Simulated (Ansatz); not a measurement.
NaH built on the rocksalt prototype, relaxed with r2SCAN in the PAW code Ansatz: it is cubic, Fm-3m (No. 225); a = 4.795 Å in the conventional setting, 13.78 Å³ an atom. Around Na lie 6 H at 2.40 Å; around H lie 6 Na at 2.40 Å. The cell was then strained (x, y and z are the cube axes), with the atoms relaxed again; stress is positive in compression. Calculated for a static, non-magnetic cell.

- Uniaxial -2.0 % along x, other directions held: r2SCAN's stress changes by +1.08 GPa along the strain and +0.25 GPa across it.
- Isotropic +1.0 % on every length: the pressure changes by -0.69 GPa, and the HSE06 gap (W → L) goes from 4.849 to 4.790 eV.
- Uniaxial strain of +2.0 % along [111], atoms relaxed: the xy stress changes by -0.323 GPa.

(1) Estimate C₁₁, C₁₂ and the bulk modulus from the uniaxial step.

(2) What bulk modulus does the isotropic step give?

(3) Give the volume deformation potential of that gap and its pressure coefficient.

(4) Estimate C₄₄.

## Answers

(1) With compression positive, C₁₁ ≈ −Δσ∥/ε = (-1.08)/(-0.0200) = 54 GPa and C₁₂ ≈ (-0.25)/(-0.0200) = 12 GPa; B = (C₁₁ + 2C₁₂)/3 = 26 GPa. A one-sided step carries third-order terms: it reads high by some per cent.

(2) Δ ln V = 3 ln(1.0100) = +0.0299, so B ≈ −ΔP/Δ ln V = 23 GPa, against 26 GPa from C₁₁ and C₁₂; one-sided steps of finite size carry third-order terms.

(3) a_V = ΔE_g/Δ ln V = (-0.059)/(+0.0299) = -1.98 eV; dE_g/dP = −a_V/B = +86 meV/GPa, with HSE06's gap and r2SCAN's modulus.

(4) A strain ε along [111] has ε_xy = ε/3 = +0.00667, an engineering shear of 2ε/3, so C₄₄ ≈ −Δσ_xy/(2ε/3) = 24 GPa, atoms relaxed.

The meshes of the hybrids are coarse, so their gaps aren't converged to the digits shown.
